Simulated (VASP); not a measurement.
Write the native input for VASP 6.6.1 that does the following.

```
Task                   : relaxation of cell and atoms
Functional             : PBE
Dispersion             : D3(BJ)
Potentials or basis    : VASP PAW PBE potentials, release 64 (Mg, Se)
Cutoff                 : 600 eV
k mesh                 : 8 × 8 × 8
Occupations            : gaussian, width 0.02 eV
Spin                   : no spin polarisation
Dipole correction      : no
Further INCAR settings : ALGO = Fast; EDIFF = 1e-07; IBRION = 2; EDIFFG = -0.02; NSW = 70; ISIF = 3
```

The structure of MgSe lies in POSCAR:

```
MgSe
1.0
    0.0000000000      2.7255000000      2.7255000000
    2.7255000000      0.0000000000      2.7255000000
    2.7255000000      2.7255000000      0.0000000000
Mg Se
1 1
Direct
    0.0000000000      0.0000000000      0.0000000000
    0.5000000000      0.5000000000      0.5000000000
```

The input as run:

INCAR

```
ALGO = Fast ; EDIFF = 1E-7
EDIFFG = -0.02 ; ENCUT = 600
GGA = PE ; IBRION = 2
ISIF = 3 ; ISMEAR = 0
IVDW = 12 ; LASPH = T
LCHARG = F ; LREAL = F
LWAVE = F ; NELM = 100
NSW = 70 ; PREC = Accurate
SIGMA = 0.02
```

KPOINTS

```
k-points
0
Gamma
  8 8 8
```

Potentials or basis: VASP PAW PBE potentials, release 64 (Mg, Se).

Launch:

```console
$ cat potpaw_PBE.64/Mg/POTCAR potpaw_PBE.64/Se/POTCAR > POTCAR
$ mpirun -np 1 vasp_std > vasp.out
```

Results of the run:

```yaml
Relaxed_volume: 19.91 Å³/atom
Relaxed_cell: a = 3.833 Å, b = 3.833 Å, c = 3.833 Å, α = 60.00°, β = 60.00°, γ = 60.00°
Space_group_after_relaxing_to_0.05_Å: Fm-3m (No. 225)
Energy_gained_by_relaxing: 1.2 meV/atom
Ionic_steps: 3
Pressure_after_relaxing: 0.0 GPa
Band_gap_on_the_k_mesh: 1.83 eV, indirect (least direct gap 2.71 eV)
Dispersion_energy_per_atom: -0.380 eV
```

Run time: 28 s on 1 thread of Intel(R) Xeon(R) Platinum 8488C (Sapphire Rapids), on a shared host, peak memory 0.2 GiB.
